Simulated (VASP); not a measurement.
# C (P6_3/mmc) in VASP: settings compared

Aim: see how the results for C move with the level of theory and the settings. Levels: PBE, LDA, r2SCAN. Tasks: band structure, dielectric tensor, optical spectrum.

All numbers are computed with VASP 6.6.1; they aren't measurements. Logs are shortened: lines on timing, memory, paths and dates and some standing lists are left out, and cuts for length are marked.

**1. The structure**

The structure is hexagonal, space group P6_3/mmc (No. 194). The conventional cell has a = 2.465 Å, b = 2.465 Å, c = 6.682 Å, α = 90.00°, β = 90.00°, γ = 120.00°. C (site symmetry -6m2) has 3 C at 1.42 Å as nearest neighbours. C (site symmetry -6m2) is surrounded by 3 C at 1.42 Å.

**2. Band structure, PBE**

The input, INCAR:

```
SYSTEM = C
PREC = Accurate
ENCUT = 520
EDIFF = 1E-6
ISMEAR = 0
SIGMA = 0.03
LREAL = .False.
LASPH = .True.
NELM = 80
ALGO = Fast
ISIF = 2
LWAVE = .False.
LCHARG = .False.
GGA = PE
KPAR = 2
```

The input, KPOINTS:

```
regular mesh
0
Gamma
  12 12 4
  0 0 0
```

The input, POSCAR:

```
C                                       
1.0
    2.4653911126     -0.0000000000      0.0000000000
   -1.2326955564      2.1350913339     -0.0000000000
    0.0000000000      0.0000000000      6.6815898888
  C             
     4
Direct
     0.0000000000000000    0.0000000000000000    0.2500000000000000
     0.0000000000000000    1.0000000000000000    0.7500000000000000
     0.3333333300000021    0.6666666699999979    0.2500000000000000
     0.6666666699999979    0.3333333300000021    0.7500000000000000
```

The input, KPOINTS_OPT:

```
explicit points
213
Reciprocal
 0.0000000000  0.0000000000  0.0000000000 1
 0.0357142857  0.0000000000  0.0000000000 1
 0.0714285714  0.0000000000  0.0000000000 1
 0.1071428571  0.0000000000  0.0000000000 1
 0.1428571429  0.0000000000  0.0000000000 1
 0.1785714286  0.0000000000  0.0000000000 1
[... 205 lines left out ...]
 0.5000000000  0.0000000000  0.0434664200 1
 0.5000000000  0.0000000000 -0.0434664200 1
```

Potentials or basis: VASP PAW PBE potentials, release 64 (C).

Run with:

```
> cat potpaw_PBE.64/C/POTCAR > POTCAR
> mpirun -np 2 vasp_std > vasp.out
```

OUTCAR:

```text
SYSTEM = C
   PREC = Accurate
   ENCUT = 520
   EDIFF = 1E-6
   ISMEAR = 0
   LREAL = .False.
   LASPH = .True.
   NELM = 80
   ISIF = 2
   GGA = PE

 ion  position               nearest neighbor table
   1  0.000  0.000  0.250-   3 1.42   3 1.42   3 1.42
   2  0.000  0.000  0.750-   4 1.42   4 1.42   4 1.42
   3  0.333  0.667  0.250-   1 1.42   1 1.42   1 1.42
   4  0.667  0.333  0.750-   2 1.42   2 1.42   2 1.42

  LATTYP: Found a hexagonal cell.
 ALAT       =     2.4653911126
 C/A-ratio  =     2.7101541231

  Lattice vectors:

 A1 = (   2.4653911126,   0.0000000000,   0.0000000000)
 A2 = (  -1.2326955564,   2.1350913339,   0.0000000000)
 A3 = (   0.0000000000,   0.0000000000,   6.6815898888)

Analysis of symmetry for initial positions (statically):
=====================================================================
 Subroutine PRICEL returns:
 Original cell was already a primitive cell.

 Routine SETGRP: Setting up the symmetry group for a
 hexagonal supercell.

 Subroutine GETGRP returns: Found 24 space group operations
 (whereof 12 operations were pure point group operations)
 out of a pool of 24 trial point group operations.

The static configuration has the point symmetry D_3d.
 The point group associated with its full space group is D_6h.

Analysis of symmetry for dynamics (positions and initial velocities):
=====================================================================
 Subroutine PRICEL returns:
 Original cell was already a primitive cell.

 Routine SETGRP: Setting up the symmetry group for a
 hexagonal supercell.

 Subroutine GETGRP returns: Found 24 space group operations
 (whereof 12 operations were pure point group operations)
 out of a pool of 24 trial point group operations.

The dynamic configuration has the point symmetry D_3d.
 The point group associated with its full space group is D_6h.

 Subroutine INISYM returns: Found 24 space group operations
 (whereof 12 operations are pure point group operations),
 and found     1 'primitive' translations

----------------------------------------------------------------------------------------

                                     Primitive cell

  volume of cell :      35.1708

  direct lattice vectors                    reciprocal lattice vectors
     2.465391113  0.000000000  0.000000000     0.405615156  0.234182019  0.000000000
    -1.232695556  2.135091334  0.000000000     0.000000000  0.468364039  0.000000000
     0.000000000  0.000000000  6.681589889     0.000000000  0.000000000  0.149664977

  length of vectors
     2.465391113  2.465391113  6.681589889     0.468364039  0.468364039  0.149664977

  position of ions in fractional coordinates (direct lattice)
     0.000000000  0.000000000  0.250000000
     0.000000000  0.000000000  0.750000000
     0.333333330  0.666666670  0.250000000
     0.666666670  0.333333330  0.750000000

  ion indices of the primitive-cell ions
   primitive index   ion index
                 1           1
                 2           2
                 3           3
                 4           4

----------------------------------------------------------------------------------------

 KPOINTS: regular mesh

Automatic generation of k-mesh.
 Grid dimensions read from file:
 generate k-points for:   12   12    4

 Generating k-lattice:

  Cartesian coordinates                     Fractional coordinates (reciprocal lattice)
     0.033801263  0.019515168  0.000000000     0.083333333  0.000000000  0.000000000
     0.000000000  0.039030337  0.000000000     0.000000000  0.083333333  0.000000000
     0.000000000  0.000000000  0.037416244     0.000000000  0.000000000  0.250000000

  Length of vectors
     0.039030337  0.039030337  0.037416244

  Shift w.r.t. Gamma in fractional coordinates (k-lattice)
     0.000000000  0.000000000  0.000000000

 Subroutine IBZKPT returns following result:
 ===========================================

 Found     57 irreducible k-points:

 Following reciprocal coordinates:
            Coordinates               Weight
  0.000000  0.000000  0.000000      1.000000
  0.083333 -0.000000  0.000000      6.000000
  0.166667 -0.000000  0.000000      6.000000
  0.250000  0.000000  0.000000      6.000000
  0.333333 -0.000000  0.000000      6.000000
  0.416667  0.000000  0.000000      6.000000
[... 16 lines left out ...]
  0.250000  0.000000  0.250000     12.000000
  0.333333 -0.000000  0.250000     12.000000
 [... further k-points ...]
   k-points           NKPTS =     57   k-points in BZ     NKDIM =     57   number of bands    NBANDS=     12
   number of dos      NEDOS =    301   number of ions     NIONS =      4
   total plane-waves  NPLWV =  16200
   dimension x,y,z NGX =    18 NGY =   18 NGZ =   50
   dimension x,y,z NGXF=    36 NGYF=   36 NGZF=  100
   ions per type =               4
   NGX,Y,Z   is equivalent  to a cutoff of  12.14, 12.14, 12.44 a.u.
   NGXF,Y,Z  is equivalent  to a cutoff of  24.28, 24.28, 24.88 a.u.
 SYSTEM =  C
   PREC   = accura    normal or accurate (medium, high low for compatibility)
   ISTART =      0    job   : 0-new  1-cont  2-samecut
   ICHARG =      2    charge: 1-file 2-atom 10-const
   ISPIN  =      1    spin polarized calculation?
   LNONCOLLINEAR =      F non collinear calculations
   LSORBIT =      F    spin-orbit coupling
   LASPH  =      T    aspherical Exc in radial PAW
   ENCUT  =  520.0 eV  38.22 Ry    6.18 a.u.   4.58  4.58 12.42*2*pi/ulx,y,z
   NELM   =     80;   NELMIN=  2; NELMDL= -5     # of ELM steps
   EDIFF  = 0.1E-05   stopping-criterion for ELM
   LREAL  =      F    real-space projection
   EDIFFG = 0.1E-04   stopping-criterion for IOM
   NSW    =      0    number of steps for IOM
   IBRION =     -1    ionic relax: 0-MD 1-quasi-New 2-CG
   NFREE  =      0    steps in history (QN), initial steepest desc. (CG)
   ISIF   =      2    stress and relaxation
   ISYM   =      2    0-nonsym 1-usesym 2-fastsym
   POTIM  = 0.5000    time-step for ionic-motion
   TEBEG  =    0.0;   TEEND  =   0.0 temperature during run
   PSTRESS=    0.0 pullay stress
   NELECT =      16.0000    total number of electrons
   NUPDOWN=      -1.0000    fix difference up-down
   EMIN   =  10.00;   EMAX   =-10.00  energy-range for DOS
   EFERMI =   0.00;   METHOD = LEGACY
   ISMEAR =     0;   SIGMA  =   0.03  broadening in eV -4-tet -1-fermi 0-gaus
   EFERMI_NEDOS =   21; number of points for ismear=-14 and -15
   IALGO  =     68    algorithm
   IMIX   =      4    mixing-type and parameters
     AMIX     =   0.40;   BMIX     =  1.00
     AMIX_MAG =   1.60;   BMIX_MAG =  1.00
  volume/ion in A,a.u.               =       8.79        59.34
  Fermi-wavevector in a.u.,A,eV,Ry     =   1.259082  2.379321 21.569157  1.585288
  Thomas-Fermi vector in A             =   2.392660
   LORBIT       =      0    0 simple, 1 ext, 2 COOP (PROOUT), +10 PAW based schemes
   GGA     = PE    functional components
   LHFCALC =     F    Hartree Fock is set to
   AEXX    =    0.0000 exact exchange contribution
   IVDW    =     0    specifies the selected vdW correction
   LEPSILON=     F    determine dielectric tensor
   LRPA    =     F    only Hartree local field effects (RPA)
 non-spin polarized calculation
 RMM-DIIS sequential band-by-band and
 Gauss-broadening in eV      SIGMA  =   0.03
  energy-cutoff  :      520.00
  volume of cell :       35.17
 maximum number of plane-waves:       979
   NGX =  9   NGY =  9   NGZ = 25

 number of electron      15.9999993 magnetization

 Free energy of the ion-electron system (eV)
  ---------------------------------------------------
  ext. energy  EPLUGINS =         0.00000000
  ---------------------------------------------------
  free energy    TOTEN  =       -36.83407641 eV

  energy without entropy =      -36.83355738  energy(sigma->0) =      -36.83381690

 E-fermi :   4.7060     XC(G=0): -10.3519

 val. band max:        4.7043340094   @ k =   0.3333   0.3333   0.5000
 cond. band min:       4.7064131911   @ k =   0.3333   0.3333   0.2500
 fundamental gap:      0.0020791817
 Fermi energy:         4.7059693212

 k-point     1 :       0.0000    0.0000    0.0000
  band No.  band energies     occupation
      1     -14.9404      2.00000
      2     -14.6301      2.00000
      3      -3.8161      2.00000
      4      -1.8061      2.00000
      5       1.6952      2.00000
      6       1.6952      2.00000
      7       1.7145      2.00000
      8       1.7145      2.00000
      9       9.0361      0.00000
     10      13.0308      0.00000
     11      13.0396      0.00000
     12      13.0846      0.00000

 k-point     2 :       0.0833   -0.0000    0.0000
  band No.  band energies     occupation
      1     -14.7745      2.00000
      2     -14.4674      2.00000
      3      -3.6149      2.00000
      4      -1.6183      2.00000
      5       1.0357      2.00000
      6       1.0708      2.00000
      7       1.3514      2.00000
      8       1.3809      2.00000
      9       9.2356      0.00000
     10      13.0823      0.00000
     11      13.1695      0.00000
     12      13.7467      0.00000

 k-point     3 :       0.1667   -0.0000    0.0000
  band No.  band energies     occupation
      1     -14.2792      2.00000
      2     -13.9812      2.00000
      3      -3.0157      2.00000
      4      -1.0615      2.00000
      5      -0.6199      2.00000
      6      -0.5529      2.00000
      7       0.5522      2.00000
      8       0.5944      2.00000
      9       9.8354      0.00000
     10      12.9813      0.00000
     11      13.1694      0.00000
     12      13.8826      0.00000
[... 286 lines left out ...]
 k-point    23 :       0.2500    0.0000    0.2500
  band No.  band energies     occupation
      1     -13.4207      2.00000
      2     -13.2210      2.00000
      3      -2.7235      2.00000
      4      -2.6506      2.00000
      5      -1.7975      2.00000
      6      -0.4852      2.00000
      7      -0.3243      2.00000
      8      -0.2889      2.00000
      9      11.5357      0.00000
     10      12.1756      0.00000
     11      12.6410      0.00000
     12      12.8648      0.00000

 k-point    24 :       0.3333   -0.0000    0.2500
  band No.  band energies     occupation
      1     -12.2930      2.00000
      2     -12.1080      2.00000
      3      -4.9412      2.00000
      4      -4.8431      2.00000
      5      -1.0591      2.00000
      6      -1.0205      2.00000
      7      -0.4877      2.00000
      8       0.7240      2.00000
      9       9.3113      0.00000
     10       9.9689      0.00000
     11      12.2923      0.00000
     12      12.4765      0.00000

 [... further k-points ...]

------------------------ aborting loop because EDIFF is reached ----------------------------------------

  FORCE on cell =-STRESS in cart. coord.  units (eV):
  Direction    XX          YY          ZZ          XY          YZ          ZX
  --------------------------------------------------------------------------------------
  -------------------------------------------------------------------------------------
  Total        0.2030088      0.2030088      0.7729104     -0.0000000     -0.0000000      0.0000000
  in kB        9.2479066      9.2479066     35.2093208     -0.0000000     -0.0000000      0.0000000
  external PRESSURE =      17.9017113 kB  Pullay stress =       0.0000000 kB

 VOLUME and BASIS-vectors are now :
 -----------------------------------------------------------------------------
  energy-cutoff  :      520.00
  volume of cell :       35.17
      direct lattice vectors                 reciprocal lattice vectors
     2.465391113  0.000000000  0.000000000     0.405615156  0.234182019  0.000000000
    -1.232695556  2.135091334  0.000000000     0.000000000  0.468364039  0.000000000
     0.000000000  0.000000000  6.681589889     0.000000000  0.000000000  0.149664977

 POSITION                                       TOTAL-FORCE (eV/Angst)
 -----------------------------------------------------------------------------------
      0.00000      0.00000      1.67040         0.000000     -0.000000      0.000000
      0.00000      0.00000      5.01119        -0.000000     -0.000000      0.000000
     -0.00000      1.42339      1.67040        -0.000000     -0.000000     -0.000000
      1.23270      0.71170      5.01119         0.000000      0.000000      0.000000
 -----------------------------------------------------------------------------------
    total drift:                               -0.000000      0.000000      0.000000

  FREE ENERGIE OF THE ION-ELECTRON SYSTEM (eV)
  ---------------------------------------------------
  free  energy   TOTEN  =       -36.8340764051 eV

  energy  without entropy=      -36.8335573849  energy(sigma->0) =      -36.83381690
```

It took 24 s on 2 MPI ranks of Intel Xeon 6975P-C (Granite Rapids), shared host; peak memory 0.15 GiB.

What came out:

| Property | Result |
| --- | --- |
| Free energy | -36.8341 eV |
| Pressure | 1.8 GPa |
| Band gap along the path | none (metal or under the smearing width) |

Levels at the corners of the path, in eV from the Fermi level:
| point | band 6 | band 7 | band 8 | band 9 | band 10 | band 11 |
| --- | --- | --- | --- | --- | --- | --- |
| Γ | -3.01 | -2.99 | -2.99 | 4.33 | 8.32 | 8.34 |
| M | -6.35 | -2.77 | -2.07 | 1.52 | 2.20 | 7.20 |
| M | -6.35 | -2.77 | -2.07 | 1.52 | 2.20 | 7.20 |
| K | -10.52 | -0.65 | -0.02 | -0.02 | 0.74 | 11.16 |
| K | -10.52 | -0.65 | -0.02 | -0.02 | 0.74 | 11.16 |
| Γ | -3.01 | -2.99 | -2.99 | 4.33 | 8.32 | 8.34 |
| Γ | -3.01 | -2.99 | -2.99 | 4.33 | 8.32 | 8.36 |
| A | -3.00 | -3.00 | -3.00 | 7.00 | 7.00 | 8.35 |
| A | -3.00 | -3.00 | -3.00 | 7.00 | 7.00 | 8.35 |
| L | -6.38 | -2.35 | -2.35 | 1.66 | 1.66 | 7.40 |
| L | -6.38 | -2.35 | -2.35 | 1.66 | 1.66 | 7.40 |
| H | -10.53 | 0.00 | 0.00 | 0.02 | 0.02 | 10.17 |
| H | -10.53 | 0.00 | 0.00 | 0.02 | 0.02 | 10.17 |
| A | -3.00 | -3.00 | -3.00 | 7.00 | 7.00 | 8.35 |
| L | -6.38 | -2.35 | -2.35 | 1.66 | 1.66 | 7.40 |
| M | -6.35 | -2.77 | -2.07 | 1.52 | 2.20 | 7.20 |
| K | -10.52 | -0.65 | -0.02 | -0.02 | 0.74 | 11.16 |
| H | -10.53 | 0.00 | 0.00 | 0.02 | 0.02 | 10.17 |

Caveat: this functional lacks dispersion, which binds the layers, so the pressure and a relaxed spacing across them are unreliable.

**3. Band structure, LDA**

Edit INCAR of step 2 so:

```diff
@@ -13,3 +13,3 @@
 LCHARG = .False.
-GGA = PE
+GGA = CA
 KPAR = 2
```

KPOINTS is that of step 2.

POSCAR is that of step 2.

KPOINTS_OPT is that of step 2.

Potentials or basis: VASP PAW LDA potentials, release 64 (C).

Run with:

```
> cat potpaw_LDA.64/C/POTCAR > POTCAR
> mpirun -np 2 vasp_std > vasp.out
```

It took 21 s on 2 MPI ranks of Intel Xeon 6975P-C (Granite Rapids), shared host; peak memory 0.14 GiB.

Results (log left out):

- Free energy: -40.4262 eV
- Pressure: -6.1 GPa
- Band gap along the path: none (metal or under the smearing width)

Stress tensor (GPa, compression positive):
```
-9.11  0.00  0.00
 0.00 -9.11  0.00
 0.00  0.00 -0.10
```

Levels at the corners of the path, in eV from the Fermi level:
```
point  band 4  band 5  band 6  band 7  band 8  band 9  band 10  band 11  band 12
    Γ   -6.49   -2.99   -2.99   -2.97   -2.97    3.94     8.29     8.31     8.34
    M  -13.04   -6.38   -6.33   -2.78   -2.06    1.46     2.19     7.28     7.72
    M  -13.04   -6.38   -6.33   -2.78   -2.06    1.46     2.19     7.28     7.72
    K  -12.23  -10.54  -10.54   -0.67   -0.02   -0.02     0.77    10.83    10.83
    K  -12.23  -10.54  -10.54   -0.67   -0.02   -0.02     0.77    10.83    10.83
    Γ   -6.49   -2.99   -2.99   -2.97   -2.97    3.94     8.29     8.30     8.34
    Γ   -6.49   -2.99   -2.99   -2.97   -2.97    3.94     8.29     8.32     8.34
    A   -7.65   -2.98   -2.98   -2.98   -2.98    6.64     6.64     8.31     8.31
    A   -7.65   -2.98   -2.98   -2.98   -2.98    6.64     6.64     8.31     8.31
    L  -13.10   -6.35   -6.35   -2.34   -2.34    1.60     1.60     7.49     7.49
    L  -13.10   -6.35   -6.35   -2.34   -2.34    1.60     1.60     7.49     7.49
    H  -12.33  -10.54  -10.54    0.00    0.00    0.02     0.02     9.82     9.82
    H  -12.33  -10.54  -10.54    0.00    0.00    0.02     0.02     9.82     9.82
    A   -7.65   -2.98   -2.98   -2.98   -2.98    6.64     6.64     8.31     8.31
    L  -13.10   -6.35   -6.35   -2.34   -2.34    1.60     1.60     7.49     7.49
    M  -13.04   -6.38   -6.33   -2.78   -2.06    1.46     2.19     7.28     7.72
    K  -12.23  -10.54  -10.54   -0.67   -0.02   -0.02     0.77    10.83    10.83
    H  -12.33  -10.54  -10.54    0.00    0.00    0.02     0.02     9.82     9.82
```

[end of part 1 of 3]
